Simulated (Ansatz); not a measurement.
# PbS (Galena) (Fm-3m) in Ansatz: notebook

The runs below take PbS (Galena) through single point, with PBEsol.

Everything below comes from runs of Ansatz 0.2.0. Logs are shortened: lines on timing, memory, paths and dates and some standing lists are left out, and cuts for length are marked.

## (1) The crystal as given

The structure is cubic, space group Fm-3m (No. 225). The conventional cell has a = 5.931 Å, b = 5.931 Å, c = 5.931 Å, α = 90.00°, β = 90.00°, γ = 90.00°. Around Pb (site symmetry m-3m) lie 6 S at 2.97 Å. S (site symmetry m-3m) is surrounded by 6 Pb at 2.97 Å.

## (2) Single point, PBEsol, 24.52 Å³/atom (volume scaled by 0.94)

Input file input.yaml:

```yaml
crystal:
  lattice:
    - [0.0, 2.9052075019, 2.9052075019]
    - [2.9052075019, 0.0, 2.9052075019]
    - [2.9052075019, 2.9052075019, 0.0]
  atoms:
    - { symbol: Pb, position: [0.0, 0.0, 0.0] }
    - { symbol: S, position: [0.5, 0.5, 0.5] }
kpoints:
  mp_grid: { grid: [8, 8, 8] }
scf:
  occupations: { method: fermi_dirac, width: 0.05 }
hamiltonian:
  xc: pbesol
  pseudopotentials: { kind: all_electron, lapw: { basis_error: 0.0005 } }
output:
  forces: true
  stress: true
  eigenvalues: true
```

Potentials or basis: all-electron LAPW, scalar-relativistic.

On the command line:

```console
> ansatz run input.yaml --threads 1 --pin off --max-ram 3072MiB --backend cpu --events-out ev --progress --plain --runs-dir out
```

What it wrote:

```text
Warning: RAYON_NUM_THREADS=1 ignored (pool sized by the plan → 1); use --threads N
LAPW: plane waves up to 7.257 Å⁻¹, error target 5.0e-4 eV per atom; small_component_spin mean_spin; S in spheres of 1.278 Å, 14 of its electrons in bands, Dirac shells []; Pb in spheres of 1.627 Å, 36 of its electrons in bands, Dirac shells [] (how accurate: hamiltonian.pseudopotentials.lapw.basis_error, Limitations)
Engine: ansatz 0.2.0, aarch64-unknown-linux-gnu
Pseudopotentials: kind: all_electron
Pseudopotential: Pb, LAPW, valence charge 36, lapw/all_electron/scalar/gaussian/Pb, Koelling and Harmon's equation, gaussian nucleus
Pseudopotential: S, LAPW, valence charge 14, lapw/all_electron/scalar/gaussian/S, Koelling and Harmon's equation, gaussian nucleus
Functional definition: PBEsol
  exchange = pbesol_x
  correlation = pbesol_c
Crystal: 2 atoms, lattice volume = 49.041 Å³
Basis set: ecut = 200.65831168559143 eV, 331 PW (Γ), exchange–correlation at level 2
Bands: 30, of which v1, the nominal top of the filled ones, is band 25 counted from 1 (24 counted from 0)
Symmetry: 48 space group operations
Space group: Fm-3m (ITA 225), of the structure as read, at distance tolerance 3.7e-5 Å
k-points: 29 of 512
Non-local potential: Pb, projectors of the file, none
Non-local potential: S, projectors of the file, none
Initial density: superposition of atomic densities (chi_scale 0.1, normalization cell, long waves kept (reshape's long-wave potential 0.00 eV rms))
Initial wavefunctions: plane waves of lowest kinetic energy (no species holds an atomic orbital)
Functional: x = pbesol(κ = 0.804, μ = 0.12345679012345678), c = pbesol(β = 0.046)
iter 1 solved again at ethr=2.17e-3 eV; its pass at ethr=1.00e-1 eV (dr2=1.08e0 eV) is discarded
SCF iter   1: F=—  HF=-578762.134628 eV  |F-HF|=—  |Δ(HF+E_count)|=         —  Δρ=3.19e-2  dr2=1.08e0  ethr=2.17e-3  ⟨swp⟩=2.0  Hψ=5404  notcnv=0
preconditioner: auto → none  [insulator: Δε(μ)=0.387 eV  Ē_g=16.329 eV  σ=0.050 eV  W_gap=0.96  n_scr=14 (ndim 8)  ℏωp=23.7 eV  f_vac=0.050  D(μ)=0.01/eV (n_scr^D=0)  ε∞_Penn≈3.1]
iter 2 solved again at ethr=1.02e-4 eV; its pass at ethr=2.17e-3 eV (dr2=5.10e-2 eV) is discarded
SCF iter   2: F=—  HF=-578761.803872 eV  |F-HF|=—  |Δ(HF+E_count)|=   3.31e-1  Δρ=9.14e-3  dr2=5.11e-2  ethr=1.02e-4  ⟨swp⟩=2.0  Hψ=4444  notcnv=0
SCF iter   3: F=—  HF=-578761.746355 eV  |F-HF|=—  |Δ(HF+E_count)|=   5.75e-2  Δρ=4.01e-3  dr2=1.19e-2  ethr=1.02e-4  ⟨swp⟩=2.7  Hψ=2756  notcnv=0
SCF iter   4: F=—  HF=-578761.745955 eV  |F-HF|=—  |Δ(HF+E_count)|=         —  Δρ=4.50e-4  dr2=8.75e-5  ethr=2.38e-5  ⟨swp⟩=2.0  Hψ=2583  notcnv=0
the basis was enlarged: its passes take 60.8 KiB over the memory plan, 1 of 1 planned eigensolver slots
SCF iter   5: F=—  HF=-578761.745741 eV  |F-HF|=—  |Δ(HF+E_count)|=   2.14e-4  Δρ=1.36e-4  dr2=1.17e-5  ethr=1.75e-7  ⟨swp⟩=2.2  Hψ=2587  notcnv=0
SCF iter   6: F=—  HF=-578761.745738 eV  |F-HF|=—  |Δ(HF+E_count)|=   2.76e-6  Δρ=4.37e-5  dr2=1.79e-6  ethr=2.34e-8  ⟨swp⟩=2.8  Hψ=2623  notcnv=0
SCF iter   7: F=-578761.745738 eV  HF=-578761.745738 eV  |F-HF|=1.47e-8  |Δ(HF+E_count)|=   2.93e-8  Δρ=4.92e-6  dr2=1.26e-8  ethr=3.58e-9  ⟨swp⟩=2.0  Hψ=2583  notcnv=0
SCF 1 converged in 7 iterations: F = -578761.745738 eV  dr2 = 1.26e-8
SCF converged after 7 iterations
Free energy (F): -578761.745738 eV
Harris-Foulkes:  -578761.745738 eV  (|F-HF|=1.47e-8)
Internal energy: -578761.744655 eV  (E = F + TS)
E sigma→0 (E₀):  -578761.745197 eV
Entropy (-TS):   -0.001083 eV (-0.541 meV/atom)
Fermi energy:    12.648817 eV
--- Per-component energies (eV) ---
  E_band       = -3478.467309
  E_kinetic    = 665626.993412
  E_xc         = -11108.400789
  E_electrostatic = -1233280.337279  (all electrons and nuclei)
  E_smearing   = -0.001083  (= −TS)
  E_closure    = 0.000000  (closes the sum)
  E_atoms      = -578752.342133  (free atoms, spherical and without spin; not in F)
  Σ components = -578761.745738   (vs F -578761.745738, Δ=0.00e0)
  Basis errors (estimates in eV, not in F): energy 1.8e-4 per atom: plane waves 1.6e-4 (8.9e-5 summed), levels above the bands 8.4e-58, relativity 4.0e-9, radial functions 2.3e-5, core shells 1.3e-8; eigenvalues (radial functions only) 6.3e-6; not estimated: angular momenta, meshes, grids; target (lapw.basis_error) 5.0e-4; muffin-tin radii S 1.278 Å, Pb 1.627 Å
--- Forces (eV/Å), atoms counted from 1 ---
  atom   1  Pb    -0.00000000     0.00000000     0.00000000
  atom   2  S      0.00000000    -0.00000000     0.00000000
  max |Σ_I F_I| component: 1.71e-30 eV/Å
--- Stress (GPa, compression-positive) ---
        3.044572       0.000000       0.000000
        0.000000       3.044572       0.000000
        0.000000       0.000000       3.044572
  P = ⅓ Tr σ = 3.0446 GPa (30.446 kbar)
--- Band table (eV; the first three rows and the last of 29) ---
  k-point 0: bands = ["-192.5738", "-137.6302", "-137.6302", "-137.6302", "-126.9743", "-116.0157", "-116.0123", "-116.0123", "-116.0123", "-116.0097", "-116.0097", "-116.0097", "-68.7695", "-68.7695", "-68.7695", "-4.3194", "-4.3194", "-4.3194", "-4.3099", "-4.3099", "-1.6262", "6.6313", "10.0706", "10.0706", "10.0706", "17.9102", "17.9102", "17.9102", "19.0009", "19.0009"]
  k-point 1: bands = ["-192.5738", "-137.6302", "-137.6302", "-137.6301", "-126.9743", "-116.0157", "-116.0123", "-116.0123", "-116.0123", "-116.0097", "-116.0097", "-116.0097", "-68.7695", "-68.7695", "-68.7695", "-4.3190", "-4.3190", "-4.3187", "-4.3077", "-4.3077", "-1.4779", "6.0598", "10.1184", "10.1184", "10.5108", "16.5141", "16.9950", "16.9950", "19.0044", "19.4054"]
  k-point 2: bands = ["-192.5738", "-137.6301", "-137.6301", "-137.6301", "-126.9743", "-116.0157", "-116.0123", "-116.0123", "-116.0123", "-116.0097", "-116.0097", "-116.0097", "-68.7696", "-68.7695", "-68.7695", "-4.3325", "-4.3325", "-4.3179", "-4.2879", "-4.2879", "-1.0619", "4.9054", "10.2541", "10.2541", "11.2916", "14.8044", "15.6667", "15.6667", "19.1933", "20.2717"]
  k-point 28: bands = ["-192.5738", "-137.6301", "-137.6301", "-137.6301", "-126.9743", "-116.0157", "-116.0123", "-116.0123", "-116.0123", "-116.0097", "-116.0097", "-116.0097", "-68.7696", "-68.7696", "-68.7696", "-4.4674", "-4.3095", "-4.2990", "-4.2990", "-4.2401", "0.4008", "4.3318", "7.5947", "7.5947", "11.4187", "14.6361", "17.1348", "17.1348", "20.7481", "20.7481"]
```

It took 13 s on 1 thread of Arm Neoverse N1, shared host; peak memory 0.29 GiB.

Results:

```yaml
Free_energy: -578761.7457 eV
Pressure: 3.0 GPa
Band_gap_on_the_k_mesh: 0.00 eV, direct
```

Caveat: spin-orbit coupling is left out, which as a rule narrows the gap of such compounds by several tenths of an eV.

## (3) Single point, PBEsol, 25.04 Å³/atom (volume scaled by 0.96)

Changes to input.yaml since step 2:

```diff
@@ -2,5 +2,5 @@
   lattice:
-    - [0.0, 2.9052075019, 2.9052075019]
-    - [2.9052075019, 0.0, 2.9052075019]
-    - [2.9052075019, 2.9052075019, 0.0]
+    - [0.0, 2.9256673838, 2.9256673838]
+    - [2.9256673838, 0.0, 2.9256673838]
+    - [2.9256673838, 2.9256673838, 0.0]
   atoms:
```

Potentials or basis: all-electron LAPW, scalar-relativistic.

On the command line:

```console
> ansatz run input.yaml --threads 1 --pin off --max-ram 3072MiB --backend cpu --events-out ev --progress --plain --runs-dir out
```

It took 13 s on 1 thread of Arm Neoverse N1, shared host; peak memory 0.29 GiB.

It converged, with:

```
Free energy            : -578761.7608 eV
Pressure               : 1.6 GPa
Band gap on the k mesh : 0.09 eV, direct
```

Caveat: spin-orbit coupling is left out, which as a rule narrows the gap of such compounds by several tenths of an eV.

## (4) Single point, PBEsol, 25.56 Å³/atom (volume scaled by 0.98)

Changes to input.yaml since step 3:

```diff
@@ -2,5 +2,5 @@
   lattice:
-    - [0.0, 2.9256673838, 2.9256673838]
-    - [2.9256673838, 0.0, 2.9256673838]
-    - [2.9256673838, 2.9256673838, 0.0]
+    - [0.0, 2.9458450378, 2.9458450378]
+    - [2.9458450378, 0.0, 2.9458450378]
+    - [2.9458450378, 2.9458450378, 0.0]
   atoms:
```

On the command line:

```console
> ansatz run input.yaml --threads 1 --pin off --max-ram 3072MiB --backend cpu --events-out ev --progress --plain --runs-dir out
```

It took 13 s on 1 thread of Arm Neoverse N1, shared host; peak memory 0.29 GiB.

It converged, with:

```
Free energy            : -578761.7671 eV
Pressure               : 0.3 GPa
Band gap on the k mesh : 0.17 eV, direct
```

Caveat: spin-orbit coupling is left out, which as a rule narrows the gap of such compounds by several tenths of an eV.

## (5) Single point, PBEsol, 26.09 Å³/atom

Changes to input.yaml since step 4:

```diff
@@ -2,5 +2,5 @@
   lattice:
-    - [0.0, 2.9458450378, 2.9458450378]
-    - [2.9458450378, 0.0, 2.9458450378]
-    - [2.9458450378, 2.9458450378, 0.0]
+    - [0.0, 2.96575, 2.96575]
+    - [2.96575, 0.0, 2.96575]
+    - [2.96575, 2.96575, 0.0]
   atoms:
```

On the command line:

```console
> ansatz run input.yaml --threads 1 --pin off --max-ram 3072MiB --backend cpu --events-out ev --progress --plain --runs-dir out
```

Run time: 13 s. Hardware: 1 thread of Arm Neoverse N1, shared host; peak memory 0.29 GiB.

It converged, with:

```yaml
Free_energy: -578761.7653 eV
Pressure: -0.9 GPa
Band_gap_on_the_k_mesh: 0.25 eV, direct
```

Caveat: spin-orbit coupling is left out, which as a rule narrows the gap of such compounds by several tenths of an eV.

## (6) Single point, PBEsol, 26.61 Å³/atom (volume scaled by 1.02)

Changes to input.yaml since step 5:

```diff
@@ -2,5 +2,5 @@
   lattice:
-    - [0.0, 2.96575, 2.96575]
-    - [2.96575, 0.0, 2.96575]
-    - [2.96575, 2.96575, 0.0]
+    - [0.0, 2.9853913009, 2.9853913009]
+    - [2.9853913009, 0.0, 2.9853913009]
+    - [2.9853913009, 2.9853913009, 0.0]
   atoms:
```

Potentials or basis: all-electron LAPW, scalar-relativistic.

On the command line:

```console
> ansatz run input.yaml --threads 1 --pin off --max-ram 3072MiB --backend cpu --events-out ev --progress --plain --runs-dir out
```

It took 13 s on 1 thread of Arm Neoverse N1, shared host; peak memory 0.29 GiB.

The run converged. Its results:

- Free energy: -578761.7562 eV
- Pressure: -1.9 GPa
- Band gap on the k mesh: 0.32 eV, direct

Caveat: spin-orbit coupling is left out, which as a rule narrows the gap of such compounds by several tenths of an eV.

## (7) Single point, PBEsol, 27.13 Å³/atom (volume scaled by 1.04)

Changes to input.yaml since step 6:

```diff
@@ -2,5 +2,5 @@
   lattice:
-    - [0.0, 2.9853913009, 2.9853913009]
-    - [2.9853913009, 0.0, 2.9853913009]
-    - [2.9853913009, 2.9853913009, 0.0]
+    - [0.0, 3.0047775019, 3.0047775019]
+    - [3.0047775019, 0.0, 3.0047775019]
+    - [3.0047775019, 3.0047775019, 0.0]
   atoms:
```

On the command line:

```console
> ansatz run input.yaml --threads 1 --pin off --max-ram 3072MiB --backend cpu --events-out ev --progress --plain --runs-dir out
```

It took 13 s on 1 thread of Arm Neoverse N1, shared host; peak memory 0.29 GiB.

Results (log left out):

| Item | Value |
| --- | --- |
| Free energy | -578761.7406 eV |
| Pressure | -2.9 GPa |
| Band gap on the k mesh | 0.38 eV, direct |

Caveat: spin-orbit coupling is left out, which as a rule narrows the gap of such compounds by several tenths of an eV.

## (8) Single point, PBEsol, 27.65 Å³/atom (volume scaled by 1.06)

Changes to input.yaml since step 7:

```diff
@@ -2,5 +2,5 @@
   lattice:
-    - [0.0, 3.0047775019, 3.0047775019]
-    - [3.0047775019, 0.0, 3.0047775019]
-    - [3.0047775019, 3.0047775019, 0.0]
+    - [0.0, 3.0239167281, 3.0239167281]
+    - [3.0239167281, 0.0, 3.0239167281]
+    - [3.0239167281, 3.0239167281, 0.0]
   atoms:
```

On the command line:

```console
> ansatz run input.yaml --threads 1 --pin off --max-ram 3072MiB --backend cpu --events-out ev --progress --plain --runs-dir out
```

Run time: 13 s. Hardware: 1 thread of Arm Neoverse N1, shared host; peak memory 0.29 GiB.

It converged, with:

| Quantity | Value |
| --- | --- |
| Free energy | -578761.7191 eV |
| Pressure | -3.7 GPa |
| Band gap on the k mesh | 0.45 eV, direct |

Caveat: spin-orbit coupling is left out, which as a rule narrows the gap of such compounds by several tenths of an eV.
